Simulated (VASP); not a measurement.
Wanted: the native input for a VASP 6.6.1 run.

```yaml
Task: dielectric tensor
Functional: PBE
Potentials_or_basis: VASP PAW PBE potentials, release 64 (Cu, O)
Cutoff: 520 eV
k_mesh: 8 × 8 × 8
Occupations: gaussian, width 0.03 eV
Spin: no spin polarisation
Monkhorst-Pack_mesh: yes
Further_INCAR_settings: ALGO = Fast; EDIFF = 1e-08
```

The structure of Cu2O (Cuprite) lies in POSCAR:

```
Cu2O                                    
1.0
    4.2311326673      0.0000000000      0.0000000000
    0.0000000000      4.2311326673      0.0000000000
    0.0000000000      0.0000000000      4.2311326673
  Cu              O             
     4     2
Direct
     0.2500000000000000    0.2500000000000000    0.2500000000000000
     0.2500000000000000    0.7500000000000000    0.7500000000000000
     0.7500000000000000    0.7500000000000000    0.2500000000000000
     0.7500000000000000    0.2500000000000000    0.7500000000000000
     0.0000000000000000    0.0000000000000000    0.0000000000000000
     0.5000000000000000    0.5000000000000000    0.5000000000000000
```

These files were run (other wordings do the same):

INCAR

```
SYSTEM = Cu2O
PREC = Accurate
ENCUT = 520
EDIFF = 1E-8
ISMEAR = 0
SIGMA = 0.03
LREAL = .FALSE.
LASPH = .TRUE.
NELM = 80
ALGO = Fast
ISIF = 2
LWAVE = .FALSE.
LCHARG = .FALSE.
GGA = PE
LEPSILON = .TRUE.
KPAR = 2
```

KPOINTS

```
regular mesh
0
Monkhorst
  8 8 8
  0 0 0
```

Potentials or basis: VASP PAW PBE potentials, release 64 (Cu, O).

Launch:

```bash
$ cat potpaw_PBE.64/Cu/POTCAR potpaw_PBE.64/O/POTCAR > POTCAR
$ mpirun -np 2 vasp_std > vasp.out
```

Results of the run:

| Item | Value |
| --- | --- |
| Electronic dielectric tensor (diagonal) | 8.98 |
| Born charges (mean of the diagonal) | Cu +0.83; O -1.65 e |

It took 2.4 min on 2 MPI ranks on Intel(R) Xeon(R) 6975P-C (Granite Rapids) (shared host), peak memory 0.38 GiB a rank.
